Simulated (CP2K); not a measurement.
Runs of CP2K 2026.2 on Ba. Symmetry: Im-3m, No. 229, cubic system. Conventional cell: a = 5.013 Å, b = 5.013 Å, c = 5.013 Å, α = 90.00°, β = 90.00°, γ = 90.00°. Ba (site symmetry m-3m) has 8 Ba at 4.34 Å as nearest neighbours. 

```tsv
task	level	potentials or basis	cell	smearing	NGRIDS	basis sets	potentials	points a segment of the path (NPOINTS)	bands added on the path	gap on the mesh (eV)	pressure (GPa)
band structure	LDA	GTH_POTENTIALS Ba GTH-PADE-q10; TZVP-MOLOPT-PBE-GTH basis	as given	fermi-dirac 0.01 eV	5	Ba TZVP-MOLOPT-PBE-GTH-q10	Ba GTH-PADE-q10 of GTH_POTENTIALS	8	6	none	-1.3
single point	PBEsol	POTENTIAL_UZH Ba GTH-PBE-q10; TZVP-MOLOPT-PBE-GTH basis	as given	fermi-dirac 0.05 eV	4	Ba TZVP-MOLOPT-PBE-GTH-q10	Ba GTH-PBE-q10 of POTENTIAL_UZH	-	-	none	(a)
single point	PBEsol	POTENTIAL_UZH Ba GTH-PBE-q10; TZVP-MOLOPT-PBE-GTH basis	cell strained at random at fixed volume	fermi-dirac 0.05 eV	5	Ba TZVP-MOLOPT-PBE-GTH-q10	Ba GTH-PBE-q10 of POTENTIAL_UZH	-	-	none	-0.6
band structure	r2SCAN	POTENTIAL_UZH Ba GTH-SCAN-q10; TZVP-MOLOPT-SCAN-GTH basis	as given	fermi-dirac 0.01 eV	5	Ba TZVP-MOLOPT-SCAN-GTH-q10	Ba GTH-SCAN-q10 of POTENTIAL_UZH	8	4	none	0.7
```

Alike in all rows: no spin polarisation; k mesh 8 × 8 × 8.

Task: Fill in the values left out.

Result: (a) -0.7.

Caveats: the basis of atomic orbitals isn't converged, which shifts pressures, moduli and gaps; spin-orbit coupling is left out, which moves the levels of the heavy elements (some runs); the potentials were made for another functional, which shifts forces and pressure (some runs).

A k mesh can miss the band edges, and the runs leave out spin-orbit coupling on Ba.

A gap of «none» marks a metal or a gap under the smearing width.
